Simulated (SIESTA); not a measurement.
A run of SIESTA 5.4.2 is set up as follows.

Contents of Ti2O.fdf:

```
SystemName                      Ti2O
SystemLabel                     Ti2O
NumberOfSpecies                 2
NumberOfAtoms                   3
%block ChemicalSpeciesLabel
  1  22 Ti
  2   8 O
%endblock ChemicalSpeciesLabel

LatticeConstant                 1.0 Ang
%block LatticeVectors
     2.9194000000     0.0000000000     0.0000000000
    -1.4597000000     2.5282745638     0.0000000000
     0.0000000000     0.0000000000     4.7130000000
%endblock LatticeVectors
AtomicCoordinatesFormat         Fractional
%block AtomicCoordinatesAndAtomicSpecies
     0.3333333333     0.6666666667     0.7212600000  1  Ti
     0.6666666667     0.3333333333     0.2787400000  1  Ti
     0.0000000000     0.0000000000     0.0000000000  2  O
%endblock AtomicCoordinatesAndAtomicSpecies

%block kgrid.MonkhorstPack
   10   0   0  0.0
    0  10   0  0.0
    0   0   6  0.0
%endblock kgrid.MonkhorstPack
XC.Functional                   LDA
XC.Authors                      PW92
PAO.BasisSize                   DZP
PAO.EnergyShift                 0.003 Ry
Mesh.Cutoff                     800 Ry
OccupationFunction              FD
ElectronicTemperature           0.05 eV
MaxSCFIterations                120
SCF.MustConverge                false
SCF.Mixer.Method                Pulay
SCF.Mixer.Weight                0.25
SCF.Mixer.History               8
SCF.DM.Tolerance                5.0e-05
SCF.H.Tolerance                 1.0e-03 eV
WriteForces                     true
Charge.Mulliken                 end
BandLinesScale                  ReciprocalLatticeVectors
%block BandLines
    1    0.000000   0.000000   0.000000  \Gamma
   11    0.500000   0.000000   0.000000  M
    7    0.333333   0.333333   0.000000  K
   13    0.000000   0.000000   0.000000  \Gamma
    6    0.000000   0.000000   0.500000  A
   11    0.500000   0.000000   0.500000  L
    7    0.333333   0.333333   0.500000  H
   13    0.000000   0.000000   0.500000  A
    1    0.500000   0.000000   0.500000  L
    6    0.500000   0.000000   0.000000  M
    1    0.333333   0.333333   0.000000  K
    6    0.333333   0.333333   0.500000  H
%endblock BandLines
%block PAO.Basis
  Ti 5
  n=3 0 2
    3.157 0.000
  n=4 0 2
    8.686 0.000
  n=3 1 2
    3.575 0.000
  n=4 1 1
    8.686
  n=3 2 2
    6.229 0.000
%endblock PAO.Basis
```

Potentials or basis: PseudoDojo 0.4 standard (LDA files), DZP (energy shift 0.003 Ry; two zetas on semicore shells).

Run with:

```bash
$ siesta Ti2O.fdf > Ti2O.out 2>&1
```

Estimate the pressure.

-0.1 GPa.

Estimate the band gap on the k mesh.

none (metal or under the smearing width).

Predict the largest force.

1.300 eV/Å.

Levels at the corners of the path, in eV from the Fermi level:
```
point  band 11  band 12  band 13  band 14  band 15  band 16  band 17  band 18  band 19  band 20
    Γ    -5.77    -5.77    -3.61    -0.38     0.37     0.44     0.44     0.96     0.96     1.36
    M    -6.97    -6.31    -2.84    -1.33    -0.40     1.26     1.74     3.06     3.09     3.18
    K    -7.51    -6.80    -1.96    -1.20    -1.20     1.57     1.57     2.12     2.52     2.99
    Γ    -5.77    -5.77    -3.61    -0.38     0.37     0.44     0.44     0.96     0.96     1.36
    A    -5.87    -5.87    -2.00    -1.48     0.09     0.09     1.46     2.02     2.02     2.36
    L    -6.98    -6.20    -1.59    -1.36    -0.59    -0.39     0.82     3.00     3.12     3.28
    H    -7.60    -6.89    -1.59    -0.79    -0.79     1.47     1.47     1.70     2.86     2.86
    A    -5.87    -5.87    -2.00    -1.48     0.09     0.09     1.46     2.02     2.02     2.36
    L    -6.98    -6.20    -1.59    -1.36    -0.59    -0.39     0.82     3.00     3.12     3.28
    M    -6.97    -6.31    -2.84    -1.33    -0.40     1.26     1.74     3.06     3.09     3.18
    K    -7.51    -6.80    -1.96    -1.20    -1.20     1.57     1.57     2.12     2.52     2.99
    H    -7.60    -6.89    -1.59    -0.79    -0.79     1.47     1.47     1.70     2.86     2.86
```

Caveat: the basis of atomic orbitals isn't converged, which shifts pressures, moduli and gaps; semilocal functionals often make such compounds metallic where correlation or magnetic order opens a gap, which also shifts bond lengths; forces of over 1 eV/Å show positions far from the minimum, so gaps and moduli don't describe the material at rest.
